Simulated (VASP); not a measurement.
Write the native input for VASP 6.6.1 that does the following.

| Quantity | Value |
| --- | --- |
| Task | band structure |
| Functional | LDA |
| Potentials or basis | VASP PAW LDA potentials, release 64 (Cs_sv, H) |
| Cutoff | 520 eV |
| k mesh | 8 × 8 × 8 |
| Occupations | gaussian, width 0.02 eV |
| Spin | no spin polarisation |
| Ladder | gaps |
| Further INCAR settings | ALGO = Fast; EDIFF = 1e-06 |

The structure of CsH lies in POSCAR:

```
CsH
1.0
    0.0000000000      3.1880000000      3.1880000000
    3.1880000000      0.0000000000      3.1880000000
    3.1880000000      3.1880000000      0.0000000000
Cs H
1 1
Direct
    0.0000000000      0.0000000000      0.0000000000
    0.5000000000      0.5000000000      0.5000000000
```

One way to write it, as run:

INCAR

```
SYSTEM = CsH
PREC     = Accurate       ! precision mode
ENCUT    = 520            ! plane-wave cutoff, eV
EDIFF    = 1E-6           ! SCF threshold, eV
ISMEAR   = 0              ! smearing method
SIGMA    = 0.02           ! smearing width, eV
LREAL    = .FALSE.        ! projectors in reciprocal space
LASPH    = .TRUE.         ! aspherical terms in the spheres
NELM     = 60             ! most SCF steps
ALGO     = Fast           ! electronic algorithm
ISIF     = 2              ! what is computed and relaxed
LWAVE    = .FALSE.        ! write WAVECAR
LCHARG   = .FALSE.        ! write CHGCAR
GGA      = CA             ! functional
```

KPOINTS

```
Automatic mesh
0
G
  8 8 8
  0 0 0
```

KPOINTS_OPT

```
path GXWKGLUWLK,UX
15
line-mode
reciprocal
 0.0000000000  0.0000000000  0.0000000000  G
 0.5000000000  0.0000000000  0.5000000000  X

 0.5000000000  0.0000000000  0.5000000000  X
 0.5000000000  0.2500000000  0.7500000000  W

 0.5000000000  0.2500000000  0.7500000000  W
 0.3750000000  0.3750000000  0.7500000000  K

 0.3750000000  0.3750000000  0.7500000000  K
 0.0000000000  0.0000000000  0.0000000000  G

 0.0000000000  0.0000000000  0.0000000000  G
 0.5000000000  0.5000000000  0.5000000000  L

 0.5000000000  0.5000000000  0.5000000000  L
 0.6250000000  0.2500000000  0.6250000000  U

 0.6250000000  0.2500000000  0.6250000000  U
 0.5000000000  0.2500000000  0.7500000000  W

 0.5000000000  0.2500000000  0.7500000000  W
 0.5000000000  0.5000000000  0.5000000000  L

 0.5000000000  0.5000000000  0.5000000000  L
 0.3750000000  0.3750000000  0.7500000000  K

 0.6250000000  0.2500000000  0.6250000000  U
 0.5000000000  0.0000000000  0.5000000000  X
```

Potentials or basis: VASP PAW LDA potentials, release 64 (Cs_sv, H).

Command:

```bash
$ cat potpaw_LDA.64/Cs_sv/POTCAR potpaw_LDA.64/H/POTCAR > POTCAR
$ mpirun -np 1 vasp_std > vasp.out
```

Results of the run:

| Quantity | Value |
| --- | --- |
| Pressure | -1.2 GPa |
| Band gap on the k mesh | 1.93 eV, direct |
| Band gap along the path | 1.94 eV, direct |

Caveat: spin-orbit coupling is left out, which moves the levels of the heavy elements.

Run time: 72 s on 1 thread of Intel(R) Xeon(R) Platinum 8175M CPU @ 2.50GHz (Skylake/Cascade Lake), on a shared host, peak memory 0.18 GiB.
